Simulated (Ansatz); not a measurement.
**InSe: computed properties**

All numbers below come from DFT PBE, scalar-relativistic, plane waves, PAW in Ansatz.

Settings: cutoff 420 eV, Γ-centred mesh 12×12×2 on the computed 8-atom cell, Gaussian smearing of 0.02 eV; no spin polarisation.

The structure is relaxed at this level of theory with its symmetry kept.

```cif
data_structure
_symmetry_space_group_name_H-M 'P 1'
_symmetry_Int_Tables_number 1
_cell_length_a 4.0896
_cell_length_b 4.0896
_cell_length_c 18.4030
_cell_angle_alpha 90.000
_cell_angle_beta 90.000
_cell_angle_gamma 120.000
_cell_volume 266.56
loop_
_atom_site_label
_atom_site_type_symbol
_atom_site_fract_x
_atom_site_fract_y
_atom_site_fract_z
_atom_site_occupancy
In1 In 0.33333 0.66667 0.17323 1
In2 In 0.66667 0.33333 0.67323 1
In3 In 0.33333 0.66667 0.32677 1
In4 In 0.66667 0.33333 0.82677 1
Se1 Se 0.33333 0.66667 0.60417 1
Se2 Se 0.66667 0.33333 0.10417 1
Se3 Se 0.33333 0.66667 0.89583 1
Se4 Se 0.66667 0.33333 0.39583 1
```

| Property | Result |
| --- | --- |
| Space group | P6_3/mmc (No. 194) |
| Volume per atom | 33.32 Å³ |
| Formation energy from the elements' standard states (uncorrected) | -0.526 eV/atom |
| Kohn–Sham band gap | 0.70 eV, direct at Γ |
| Löwdin character of the top 1 eV of the valence band | Se 4p 68 %, In 5p 21 %, In 5s 8 % |
| Löwdin character of the lowest 1 eV of the conduction band | Se 4p 41 %, In 5s 34 %, In 5p 13 %, Se 4s 10 % |
| Electron masses at the edge by Cartesian direction of the standard setting (m_e; degenerate bands sorted by energy; no spin-orbit coupling) | x: 0.14; y: 0.14; z: 0.13 |
| Hole masses at the edge by Cartesian direction of the standard setting (m_e; degenerate bands sorted by energy; no spin-orbit coupling) | x: 6.5; y: 6.5; z: 0.12 |
| Bader charges (e) | In (4 in the cell) 0.70, Se (4 in the cell) -0.70 |

Each cell of InSe holds layers, and where no dispersion correction was added their binding is poorly described.